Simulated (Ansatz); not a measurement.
## Find the missing element

Cell vectors (Å):

```
0.0000 2.8373 2.8373
2.8373 0.0000 2.8373
2.8373 2.8373 0.0000
```

| atom | a | b | c |
| --- | --- | --- | --- |
| X | 0.0000 | 0.0000 | 0.0000 |
| As | 0.7500 | 0.7500 | 0.7500 |

Computed with PBEsol, all-electron LAPW in Ansatz 0.2.0, scalar-relativistic. k mesh 6×6×6, fixed occupations.

Harmonic phonons of a crystal by Kohn-Sham DFT at the given cell, standard atomic masses, acoustic sum rule imposed; negative wavenumbers are unstable modes.

```tsv
point	q a (r.l.u.)	q b (r.l.u.)	q c (r.l.u.)	branch	phonon wavenumber (cm⁻¹)
Gamma	0	0	0	4	353
L	0.5	0	0	1	69.2
L	0.5	0	0	3	206.2
L	0.5	0	0	4	342.1
L	0.5	0	0	6	361.7
X	0.5	0.5	0	1	93
X	0.5	0.5	0	3	209.2
X	0.5	0.5	0	4	325.4
X	0.5	0.5	0	6	383.1
```

Task: All X atoms are one element. Which one was computed?

Result: Al; the crystal is AlAs (F-43m).

Keep in mind: no LO-TO term at the zone centre.
